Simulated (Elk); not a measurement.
An Elk run on Fe with settings drawn from a wide range, so not all are converged; totals and levels move with the basis, and no second program has checked them. The calculation used DFT, Wu-Cohen GGA, all-electron APW+lo, Dirac cores, scalar-relativistic bands in Elk 11.2.3 with local patches. Elk's input is in atomic units.

Command: `OMP_NUM_THREADS=1 elk` The run took 0.02 s on 1 thread of Intel(R) Xeon(R) Platinum 8375C CPU @ 2.90GHz (Ice Lake), on a shared host, peak memory 0.03 GiB.

```
tasks
  0
  110
  115
  15
  10
  21

xctype
  26

rgkmax
  6.5

gmaxvr
  12

lmaxapw
  9

lmaxo
  7

lmaxi
  4

nrmtscf
  1.5

nempty
  4

epspot
  1e-05

epsengy
  1e-05

maxscl
  100

swidth
  0.004

stype
  3

lradstp
  2

mixtype
  3

hmaxvr
  6

reducebf
  0.5

spinpol
  .true.

tforce
  .false.

lorbcnd
  .true.

sppath
  './'

avec
  0.00000000000 3.19707925461 3.19707925461
  3.19707925461 0.00000000000 3.19707925461
  3.19707925461 3.19707925461 0.00000000000

atoms
  1
  'Fe.in'
  1
  0.000000000000 0.000000000000 0.000000000000   0.000 0.000 -1.000

ngridk
  11 11 11

wplot
  120 100 1
  -0.55 0.3

plot1d
  8 30
  0.0000000000 0.0000000000 0.0000000000
  0.5000000000 0.0000000000 0.5000000000
  0.6250000000 0.2500000000 0.6250000000
  0.3750000000 0.3750000000 0.7500000000
  0.0000000000 0.0000000000 0.0000000000
  0.5000000000 0.5000000000 0.5000000000
  0.5000000000 0.2500000000 0.7500000000
  0.5000000000 0.0000000000 0.5000000000
```

Muffin-tin radii in the species files: Fe 1.89 bohr.

The cell comes from COD entry 1534888, which wasn't checked; take it as a given geometry. The listed cell was then made from it by scaling, straining or moving an atom.

What does the run give?

It refused before any iteration.
```
Error(init0): requested spin-polarised run with spin-unpolarised
 exchange-correlation functional
```
